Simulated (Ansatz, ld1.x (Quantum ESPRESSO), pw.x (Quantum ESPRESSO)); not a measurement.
## Mg (Z = 12): one change to the TM potential, in the atom and in the fcc crystal

- Element: magnesium (Mg)
- Generator: ld1.x (Quantum ESPRESSO) 7.5
- Type: norm-conserving Troullier–Martins (Kleinman–Bylander form)
- Functional: PBE
- Relativity: scalar-relativistic
- Frozen core: [Ne]
- Valence charge: 2
- Reference configuration: 3s2 3p0
- Partial waves: 3p (bound, empty): rc 2.75 bohr; 3d channel at 0.05 Ry: rc 2.85 bohr; 3s (bound): rc 2.70 bohr
- Local potential: the s channel
- Core correction: none

Change: all radii scaled by about 0.80 (s 2.16, p 2.20, d 2.28 bohr).

Cutoffs, loose and tight: the cutoffs (Ry, on a coarse ladder) from which the occupation-weighted sum of valence levels, in a spherical-Bessel basis at the reference potential, stays within 10 and 1 mRy of its value at 400 Ry. They do not see the model core or the augmentation charge, which bear on the density cutoff. Test errors are all-electron minus pseudo excitation energies from the reference, over the configurations 3s1 3p0; 3s1.5 3p0; 3s1 3p1; 3s0 3p2; 3s0 3p1; variants that change the core or the reference have their own tests.

Crystal test: fcc Mg in pw.x 7.5, no spin, 13³ k-points, Fermi–Dirac smearing 0.01 Ry, cutoffs set for each file from its atomic test. The reference is all-electron LAPW (Ansatz 0.2.0) with the same functional, mesh and smearing; V0 and B0 come from Birch–Murnaghan fits to the pressures at five volumes. Errors are pseudo minus all-electron; Δ is the rms difference of the E(V) curves that follow from these fits, minima aligned, over ±6 % about the mean V0. Mesh and smearing are coarse, so the numbers serve the comparison and aren't converged zero-temperature values; the lattice is a test structure that the element need not adopt.

All-electron: a0 = 4.524 Å (V0 = 23.15 Å³/atom), B0 = 35.0 GPa.

Does the change bring the crystal closer to the all-electron result?

The mean pressure error goes from -0.19 to -0.35 GPa, so the change moves the solid further from the all-electron pressures.

```tsv
quantity	base	changed
outcome (atom)	generated	generated
cutoff, loose (atom)	6 Ry	8 Ry
cutoff, tight (atom)	15 Ry	18 Ry
bound ghosts (atom)	none	none
largest test error (meV) (atom)	+121	+176 over the solved tests; 1 of 5 tests not solved or not reliable
cutoffs in pw.x (Ry)	35/140	35/140
a0 (Å)	4.516	4.509
a0 error (%)	-0.18	-0.34
B0 error (%)	-0.5	+0.2
Δ (meV/atom)	1.0	1.8
mean pressure error (GPa)	-0.19	-0.35
```

Changed file: Atomic configuration tests: 1 of 5 tests not solved or not reliable. The logarithmic derivative shows an extra or strongly shifted pseudo pole above the reference energy (p near 0.39 Ry). The atomic cutoffs weigh occupied waves only.
